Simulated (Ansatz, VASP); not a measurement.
# One calculation of Ta, two programs

```xyz
1
Lattice="-1.6540 1.6540 1.6540 1.6540 -1.6540 1.6540 1.6540 1.6540 -1.6540" Properties=species:S:1:pos:R:3 pbc="T T T"
Ta    0.0000    0.0000    0.0000
```

Alike in both runs: task relaxation of cell and atoms; functional PBE; k mesh 18 × 18 × 18; occupations gaussian, width 0.1 eV; no spin polarisation.

|  | VASP | Ansatz |
| --- | --- | --- |
| version | VASP 6.6.1 | Ansatz 0.2.0 |
| potentials or method | VASP PAW PBE potentials, release 64 (Ta_pv) | scalar-relativistic, plane waves, PAW |
| plane-wave cutoff (eV) | 600 | 420 |
| valence electrons in the cell | 11 | 13 |

```csv
,VASP,Ansatz,Ansatz less VASP
"gap on the k mesh at the Fermi level, each at its own relaxed structure (eV)",none,none,-
relaxed volume (Å³/atom),18.29,18.28,-0.006
relaxed cell length with the largest relative difference (Å),2.875,2.874,-0.0003
energy change over the relaxation (meV/atom),-1,-1,+0.1
```

A gap of «none» marks a metal or a gap that the smearing closes. The two sets of potentials don't hold the same shells in valence.

The runs have no spin-orbit coupling, so splittings on Ta are missing. Zero-point motion and thermal expansion aren't in these numbers. PBE usually gives volumes a little too large and moduli too small.
